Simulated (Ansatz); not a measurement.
Level of theory: Ansatz, DFT PBE, scalar-relativistic, plane waves, PAW. Settings: cutoff 420 eV, Γ-centred meshes spaced at most about 0.3 Å⁻¹, and about 0.25 Å⁻¹ or finer for metals (2π included), Gaussian smearing. No spin polarisation in the final relaxations.

Temperature and zero-point effects are left out.

Two relaxed structures of Li:

A. Space group P4/mbm (No. 127), tetragonal, a = 6.804 Å, c = 2.784 Å. Around Li on a site of symmetry m2m lie 2 Li at 2.61 Å and 3 Li at 2.77–2.78 Å; Li on a site of symmetry 4/m has 4 Li at 2.61 Å and 2 Li at 2.78 Å.

B. Space group C2/m (No. 12), monoclinic, a = 5.290 Å, b = 3.051 Å, c = 7.697 Å, β = 102.6°. Li on a site of symmetry m has 12 Li at 3.04–3.08 Å; Li on a site of symmetry 2/m has 12 Li at 3.04–3.07 Å.

**Question.** Which is lower in energy, and by how much?

**Answer.** B is lower, by 210 meV/atom. A has space group P4/mbm (No. 127), 21.5 Å³/atom and no gap on its mesh; B has space group C2/m (No. 12), 20.2 Å³/atom and no gap. Counting all near atoms (those within 1.25 times the shortest distance at each site; a slash parts the counts of unlike sites), A has Li 5/6 and B has Li 12. The denser one is the lower, and pressure would at first widen the difference. Both come from invented guesses. The part of the Crystallography Open Database at hand lists Li in space groups No. 166, 191, 194, 225, 229; no cell shown has one of them.

Cells relaxed within their symmetry can be saddle points.
